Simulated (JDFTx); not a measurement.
# MgO (Fm-3m) in JDFTx: reference runs

How does MgO come out in PBEsol? The cell is run as given, then over a range of volumes.

All numbers are computed with JDFTx 1.7.0 (patched build); they aren't measurements. Logs are shortened: lines on timing, memory, paths and dates and some standing lists are left out, and cuts for length are marked. The log counts tension as positive stress, the text compression.

**The experiment to reproduce.**

From “Electronic structure of alkaline earth and post-transition metal oxides”, 2009, arxiv:0908.1581, for a bulk crystal of MgO: band gap 7.83 eV.

How close the calculation comes is told below.

### 1 Starting point

It takes space group Fm-3m (No. 225, cubic). Conventional cell: a = 4.194 Å, b = 4.194 Å, c = 4.194 Å, α = 90.00°, β = 90.00°, γ = 90.00°. Around Mg (site symmetry m-3m) lie 6 O at 2.10 Å. O (site symmetry m-3m) has 6 Mg at 2.10 Å as nearest neighbours.

The cell is a database's computed one.

### 2 Single point, PBEsol

Input file MgO.in:

```
lattice \
    0.0000000000     3.9627583152     3.9627583152 \
    3.9627583152     0.0000000000     3.9627583152 \
    3.9627583152     3.9627583152     0.0000000000
coords-type Lattice
ion Mg     0.0000000000     0.0000000000     0.0000000000 1
ion O      0.5000000000     0.5000000000     0.5000000000 1

ion-species pseudo/Mg.upf
ion-species pseudo/O.upf
elec-cutoff 42 336
elec-ex-corr gga-PBEsol
kpoint-folding 11 11 11
elec-smearing Fermi 0.0018374661
elec-n-bands 14
electronic-SCF nIterations 100 energyDiffThreshold 1e-09
electronic-minimize nIterations 30 energyDiffThreshold 1e-7
converge-empty-states yes
forces-output-coords Cartesian

dump-name run.$VAR
dump End Ecomponents EigStats BandEigs Kpoints Forces Stress
```

Potentials or basis: PseudoDojo-SR-PBEsol-0.4.1-standard with smoothed tails.

The run is started by

```
$ jdftx -c 1 -i MgO.in -o MgO.out
```

The log of the run:

```text
*************** JDFTx 1.7.0 (patched build) ***************

Input parsed successfully to the following command list (including defaults):
[... the input with its defaults ...]

---------- Setting up symmetries ----------

Found 48 point-group symmetries of the bravais lattice
Found 48 space-group symmetries with basis
Applied RMS atom displacement 0 bohrs to make symmetries exact.

---------- Initializing the Grid ----------
R =
[            0      3.96276      3.96276  ]
[      3.96276            0      3.96276  ]
[      3.96276      3.96276            0  ]
unit cell volume = 124.458
G =
[  -0.792779   0.792779   0.792779  ]
[   0.792779  -0.792779   0.792779  ]
[   0.792779   0.792779  -0.792779  ]
Minimum fftbox size, Smin = [  48  48  48  ]
Chosen fftbox size, S = [  48  48  48  ]

---------- Initializing tighter grid for wavefunction operations ----------
R =
[            0      3.96276      3.96276  ]
[      3.96276            0      3.96276  ]
[      3.96276      3.96276            0  ]
unit cell volume = 124.458
G =
[  -0.792779   0.792779   0.792779  ]
[   0.792779  -0.792779   0.792779  ]
[   0.792779   0.792779  -0.792779  ]
Minimum fftbox size, Smin = [  36  36  36  ]
Chosen fftbox size, S = [  36  36  36  ]

---------- Exchange Correlation functional ----------
Initalized PBEsol GGA exchange.
Initalized PBEsol GGA correlation.

---------- Setting up pseudopotentials ----------
Width of ionic core gaussian charges (only for fluid interactions / plotting) set to 0

Reading pseudopotential file 'pseudo/Mg.upf':
  'Mg' pseudopotential, 'PBESOL' functional
  Generated using ONCVPSP code by D. R. Hamann
  10 valence electrons, 3 orbitals, 4 projectors, 1001 radial grid points, with lMax = 1
    2S    l: 0   occupation:  2.0   eigenvalue: -2.925002
    2P    l: 1   occupation:  6.0   eigenvalue: -1.710720
    3S    l: 0   occupation:  2.0   eigenvalue: -0.171965
  Core radius for overlap checks: 1.50 bohrs.

Reading pseudopotential file 'pseudo/O.upf':
  'O' pseudopotential, 'PBESOL' functional
  Generated using ONCVPSP code by D. R. Hamann
  6 valence electrons, 2 orbitals, 5 projectors, 936 radial grid points, with lMax = 2
    2S    l: 0   occupation:  2.0   eigenvalue: -0.874950
    2P    l: 1   occupation:  4.0   eigenvalue: -0.329796
  Core radius for overlap checks: 1.39 bohrs.

Initialized 2 species with 2 total atoms.

Folded 1 k-points by 11x11x11 to 1331 k-points.

---------- Setting up k-points, bands, fillings ----------
Reduced to 56 k-points under symmetry.
Computing the number of bands and number of electrons
Calculating initial fillings.
nElectrons:  16.000000   nBands: 14   nStates: 56

----- Setting up reduced wavefunction bases (one per k-point) -----
average nbasis = 1617.811 , ideal nbasis = 1618.045

---------- Setting up ewald sum ----------
Optimum gaussian width for ewald sums = 1.799816 bohr.
Real space sum over 1331 unit cells with max indices [  5  5  5  ]
Reciprocal space sum over 2197 terms with max indices [  6  6  6  ]

---------- Allocating electronic variables ----------
Initializing wave functions:  linear combination of atomic orbitals
Note: number of bands (14) exceeds available atomic orbitals (9)
Mg pseudo-atom occupations:   s ( 2 2 )  p ( 6 )
O pseudo-atom occupations:   s ( 2 )  p ( 4 )
	FillingsUpdate:  mu: +0.534584941  nElectrons: 16.000000
LCAOMinimize: Iter:   0  F: -75.2872366157482844  |grad|_K:  6.434e-03  alpha:  1.000e+00
	FillingsUpdate:  mu: +0.445761789  nElectrons: 16.000000
LCAOMinimize: Iter:   1  F: -75.3827503159998003  |grad|_K:  7.353e-04  alpha:  3.548e-01  linmin: -3.123e-01  cgtest:  9.156e-01
LCAOMinimize: Encountered beta<0, resetting CG.
[... 6 lines of inner loops ...]
LCAOMinimize: Iter:   4  F: -75.3839070547762873  |grad|_K:  1.736e-06  alpha:  4.090e-01  linmin: -1.303e-04  cgtest:  1.717e-05
	FillingsUpdate:  mu: +0.438586365  nElectrons: 16.000000
LCAOMinimize: Iter:   5  F: -75.3839070696421913  |grad|_K:  8.665e-08  alpha:  8.987e-01  linmin:  1.310e-03  cgtest: -2.690e-03
LCAOMinimize: Converged (|Delta F|<1.000000e-06 for 2 iters).

-------- Electronic minimization -----------
Will mix electronic density at each iteration.
	FillingsUpdate:  mu: +0.438586365  nElectrons: 16.000000
	FillingsUpdate:  mu: +0.431442429  nElectrons: 16.000000
SCF: Cycle:  0   F: -75.409391778614037   dF: -2.548e-02   |Residual|: 5.718e-02   |deigs|: 1.267e-01
	FillingsUpdate:  mu: +0.426314303  nElectrons: 16.000000
SCF: Cycle:  1   F: -75.412097659411245   dF: -2.706e-03   |Residual|: 1.153e-02   |deigs|: 1.369e-02
	FillingsUpdate:  mu: +0.427393671  nElectrons: 16.000000
SCF: Cycle:  2   F: -75.412144292309293   dF: -4.663e-05   |Residual|: 6.101e-03   |deigs|: 2.885e-03
	FillingsUpdate:  mu: +0.428221254  nElectrons: 16.000000
SCF: Cycle:  3   F: -75.412146894151434   dF: -2.602e-06   |Residual|: 9.136e-04   |deigs|: 1.699e-03
	FillingsUpdate:  mu: +0.428214112  nElectrons: 16.000000
SCF: Cycle:  4   F: -75.412147097683089   dF: -2.035e-07   |Residual|: 2.973e-04   |deigs|: 3.142e-04
	FillingsUpdate:  mu: +0.428255443  nElectrons: 16.000000
SCF: Cycle:  5   F: -75.412147130008151   dF: -3.233e-08   |Residual|: 4.500e-05   |deigs|: 2.903e-04
	FillingsUpdate:  mu: +0.428259233  nElectrons: 16.000000
SCF: Cycle:  6   F: -75.412147131399024   dF: -1.391e-09   |Residual|: 2.130e-05   |deigs|: 2.562e-04
	FillingsUpdate:  mu: +0.428260305  nElectrons: 16.000000
SCF: Cycle:  7   F: -75.412147131599596   dF: -2.006e-10   |Residual|: 6.290e-06   |deigs|: 2.000e-04
	FillingsUpdate:  mu: +0.428259904  nElectrons: 16.000000
SCF: Cycle:  8   F: -75.412147131637226   dF: -3.763e-11   |Residual|: 1.610e-06   |deigs|: 1.486e-04
SCF: Converged (|Delta E|<1.000000e-09 for 2 iters).

Setting wave functions to eigenvectors of Hamiltonian
Converging empty states (this may take a while): |deigs|: 1.483e-03

# Stress tensor in Cartesian coordinates [Eh/a0^3]:
[ -7.64273e-05            0            0  ]
[            0 -7.64273e-05            0  ]
[            0            0 -7.64273e-05  ]

# Ionic positions in lattice coordinates:
ion Mg   0.000000000000000   0.000000000000000   0.000000000000000 1
ion O   0.500000000000000   0.500000000000000   0.500000000000000 1

# Forces in Cartesian coordinates:
force Mg   0.000000000000000   0.000000000000000  -0.000000000000000 1
force O  -0.000000000000000  -0.000000000000000   0.000000000000000 1

# Energy components:
   Eewald =      -47.5873828444100653
       EH =       20.5729540383495575
     Eloc =      -61.2749607474276203
      Enl =      -20.7998003656659591
      Exc =      -12.0508734597810925
 Exc_core =        0.4999159569665226
       KE =       45.2280002903314298
-------------------------------------
     Etot =      -75.4121471316372265
       TS =        0.0000000000000014
-------------------------------------
        F =      -75.4121471316372265

IonicMinimize: Iter:   0  F: -75.412147131637226  |grad|_K:  1.515e-41
IonicMinimize: Converged (|grad|_K<1.000000e-04).

#--- Lowdin population analysis ---
# oxidation-state Mg +1.520
# oxidation-state O -1.358

Dumping 'run.eigStats' ...
	eMin: -2.344372 at state 0 ( [ +0.000000 +0.000000 +0.000000 ] spin 0 )
	HOMO: +0.297507 at state 0 ( [ +0.000000 +0.000000 +0.000000 ] spin 0 )
	mu  : +0.428260
	LUMO: +0.473563 at state 0 ( [ +0.000000 +0.000000 +0.000000 ] spin 0 )
	eMax: +1.275599 at state 32 ( [ +0.000000 +0.363636 -0.454545 ] spin 0 )
	HOMO-LUMO gap: +0.176056
	Optical gap  : +0.176056 at state 0 ( [ +0.000000 +0.000000 +0.000000 ] spin 0 )
Done!
[note: mu as printed may lie anywhere between the filled and the empty levels]
```

It took 26 s on 1 thread of Intel Xeon 6975P-C (Granite Rapids), shared host; peak memory 0.09 GiB.

What came out:

```yaml
Free_energy: -2052.0691 eV
Pressure: 2.2 GPa
Band_gap_on_the_k_mesh: 4.79 eV, direct
Loewdin_charges: Mg +1.52; O -1.36 e
```

Levels at points of the mesh, in eV from the valence-band top:
| k point | band 5 | band 6 | band 7 | band 8 | band 9 | band 10 | band 11 | band 12 |
| --- | --- | --- | --- | --- | --- | --- | --- | --- |
| (0.00, 0.00, 0.00) | -17.20 | 0.00 | 0.00 | 0.00 | 4.79 | 15.86 | 15.86 | 15.86 |

Caveat: the atomic charges don't sum to the cell's charge.

### 3 Equation of state, PBEsol, 8.67 Å³/atom (volume scaled by 0.94)

Input file MgO.in:

```
lattice \
    0.0000000000     3.8818629976     3.8818629976 \
    3.8818629976     0.0000000000     3.8818629976 \
    3.8818629976     3.8818629976     0.0000000000
coords-type Lattice
ion Mg     0.0000000000     0.0000000000     0.0000000000 1
ion O      0.5000000000     0.5000000000     0.5000000000 1

ion-species pseudo/Mg.upf
ion-species pseudo/O.upf
elec-cutoff 42 336
elec-ex-corr gga-PBEsol
kpoint-folding 11 11 11
elec-smearing Fermi 0.0018374661
elec-n-bands 14
electronic-SCF nIterations 100 energyDiffThreshold 1e-09
electronic-minimize nIterations 30 energyDiffThreshold 1e-7
forces-output-coords Cartesian

dump-name run.$VAR
dump End Ecomponents EigStats BandEigs Kpoints Forces Stress ElecDensity Dtot KEdensity
```

Potentials or basis: PseudoDojo-SR-PBEsol-0.4.1-standard with smoothed tails.

The run is started by

```
$ jdftx -c 1 -i MgO.in -o MgO.out
```

It took 28 s on 1 thread of Intel Xeon 6975P-C (Granite Rapids), shared host; peak memory 0.09 GiB.

Results (log left out):

```yaml
Free_energy: -2052.0147 eV
Pressure: 13.9 GPa
Band_gap_on_the_k_mesh: 5.43 eV, direct
Loewdin_charges: Mg +1.53; O -1.37 e
```

### 4 Equation of state, PBEsol, 8.85 Å³/atom (volume scaled by 0.96)

Edit MgO.in of step 3 so:

```diff
@@ -1,5 +1,5 @@
 lattice \
-    0.0000000000     3.8818629976     3.8818629976 \
-    3.8818629976     0.0000000000     3.8818629976 \
-    3.8818629976     3.8818629976     0.0000000000
+    0.0000000000     3.9092009618     3.9092009618 \
+    3.9092009618     0.0000000000     3.9092009618 \
+    3.9092009618     3.9092009618     0.0000000000
 coords-type Lattice
@@ -20,2 +20,2 @@
 dump-name run.$VAR
-dump End Ecomponents EigStats BandEigs Kpoints Forces Stress ElecDensity Dtot KEdensity
+dump End Ecomponents EigStats BandEigs Kpoints Forces Stress
```

The run is started by

```
$ jdftx -c 1 -i MgO.in -o MgO.out
```

It took 28 s on 1 thread of Intel Xeon 6975P-C (Granite Rapids), shared host; peak memory 0.09 GiB.

The run converged. Its results:

| Item | Value |
| --- | --- |
| Free energy | -2052.0419 eV |
| Pressure | 9.6 GPa |
| Band gap on the k mesh | 5.20 eV, direct |
| Loewdin charges | Mg +1.52; O -1.37 e |

### 5 Equation of state, PBEsol, 9.04 Å³/atom (volume scaled by 0.98)

Edit MgO.in of step 4 so:

```diff
@@ -1,5 +1,5 @@
 lattice \
-    0.0000000000     3.9092009618     3.9092009618 \
-    3.9092009618     0.0000000000     3.9092009618 \
-    3.9092009618     3.9092009618     0.0000000000
+    0.0000000000     3.9361618204     3.9361618204 \
+    3.9361618204     0.0000000000     3.9361618204 \
+    3.9361618204     3.9361618204     0.0000000000
 coords-type Lattice
```

The run is started by

```
$ jdftx -c 1 -i MgO.in -o MgO.out
```

Run time: 25 s. Hardware: 1 thread of Intel Xeon 6975P-C (Granite Rapids), shared host; peak memory 0.09 GiB.

It converged, with:

```
Free energy            : -2052.0598 eV
Pressure               : 5.8 GPa
Band gap on the k mesh : 4.99 eV, direct
Loewdin charges        : Mg +1.52; O -1.36 e
```

### 6 Equation of state, PBEsol, 9.22 Å³/atom

Edit MgO.in of step 5 so:

```diff
@@ -1,5 +1,5 @@
 lattice \
-    0.0000000000     3.9361618204     3.9361618204 \
-    3.9361618204     0.0000000000     3.9361618204 \
-    3.9361618204     3.9361618204     0.0000000000
+    0.0000000000     3.9627583152     3.9627583152 \
+    3.9627583152     0.0000000000     3.9627583152 \
+    3.9627583152     3.9627583152     0.0000000000
 coords-type Lattice
```

Potentials or basis: PseudoDojo-SR-PBEsol-0.4.1-standard with smoothed tails.

The run is started by

```
$ jdftx -c 1 -i MgO.in -o MgO.out
```

Wall time 27 s (1 thread of Intel Xeon 6975P-C (Granite Rapids), shared host); peak memory 0.09 GiB.

It converged, with:

| Quantity | Value |
| --- | --- |
| Free energy | -2052.0691 eV |
| Pressure | 2.2 GPa |
| Band gap on the k mesh | 4.79 eV, direct |
| Loewdin charges | Mg +1.52; O -1.36 e |

### 7 Equation of state, PBEsol, 9.41 Å³/atom (volume scaled by 1.02)

Edit MgO.in of step 6 so:

```diff
@@ -1,5 +1,5 @@
 lattice \
-    0.0000000000     3.9627583152     3.9627583152 \
-    3.9627583152     0.0000000000     3.9627583152 \
-    3.9627583152     3.9627583152     0.0000000000
+    0.0000000000     3.9890025126     3.9890025126 \
+    3.9890025126     0.0000000000     3.9890025126 \
+    3.9890025126     3.9890025126     0.0000000000
 coords-type Lattice
```

The run is started by

```
$ jdftx -c 1 -i MgO.in -o MgO.out
```

It took 25 s on 1 thread of Intel Xeon 6975P-C (Granite Rapids), shared host; peak memory 0.08 GiB.

It converged, with:

* Free energy: -2052.0707 eV
* Pressure: -0.9 GPa
* Band gap on the k mesh: 4.60 eV, direct
* Loewdin charges: Mg +1.52; O -1.35 e

### 8 Equation of state, PBEsol, 9.59 Å³/atom (volume scaled by 1.04)

Edit MgO.in of step 7 so:

```diff
@@ -1,5 +1,5 @@
 lattice \
-    0.0000000000     3.9890025126     3.9890025126 \
-    3.9890025126     0.0000000000     3.9890025126 \
-    3.9890025126     3.9890025126     0.0000000000
+    0.0000000000     4.0149058520     4.0149058520 \
+    4.0149058520     0.0000000000     4.0149058520 \
+    4.0149058520     4.0149058520     0.0000000000
 coords-type Lattice
```

The run is started by

```
$ jdftx -c 1 -i MgO.in -o MgO.out
```

It took 24 s on 1 thread of Intel Xeon 6975P-C (Granite Rapids), shared host; peak memory 0.09 GiB.

Results (log left out):

```
Free energy            : -2052.0653 eV
Pressure               : -3.8 GPa
Band gap on the k mesh : 4.41 eV, direct
Loewdin charges        : Mg +1.51; O -1.35 e
```

### 9 Equation of state, PBEsol, 9.77 Å³/atom (volume scaled by 1.06)

Edit MgO.in of step 8 so:

```diff
@@ -1,5 +1,5 @@
 lattice \
-    0.0000000000     4.0149058520     4.0149058520 \
-    4.0149058520     0.0000000000     4.0149058520 \
-    4.0149058520     4.0149058520     0.0000000000
+    0.0000000000     4.0404791902     4.0404791902 \
+    4.0404791902     0.0000000000     4.0404791902 \
+    4.0404791902     4.0404791902     0.0000000000
 coords-type Lattice
```

Potentials or basis: PseudoDojo-SR-PBEsol-0.4.1-standard with smoothed tails.

The run is started by

```
$ jdftx -c 1 -i MgO.in -o MgO.out
```

Run time: 24 s. Hardware: 1 thread of Intel Xeon 6975P-C (Granite Rapids), shared host; peak memory 0.09 GiB.

It converged, with:

```yaml
Free_energy: -2052.0537 eV
Pressure: -6.4 GPa
Band_gap_on_the_k_mesh: 4.24 eV, direct
Loewdin_charges: Mg +1.51; O -1.35 e
```

### 10 Equation of state, PBEsol

Potentials or basis: PseudoDojo-SR-PBEsol-0.4.1-standard with smoothed tails.

This step only gathers the single runs of the series.

Results:

```yaml
Equilibrium_volume: 9.35 Å³/atom
Bulk_modulus: 157 GPa
Pressure_derivative_of_the_bulk_modulus: 4.1
```

Energy against volume, from the lowest point:
```csv
volume (Å³/atom),energy (meV/atom)
8.668,28.00
8.853,14.37
9.037,5.47
9.221,0.81
9.406,0.00
9.590,2.67
9.775,8.48
```

### 11 How close it comes

Step 2. Measured gap of MgO: 7.83 eV (quoted in “Electronic structure of alkaline earth and post-transition metal oxides”, 2009, arxiv:0908.1581). This calculation gives 4.79 eV (-3.04 eV). The value is that of PBEsol, without temperature or zero-point motion. Semilocal functionals fall short of measured gaps as a rule. The cell is a database's relaxed one, not the measured one, which moves gaps too.
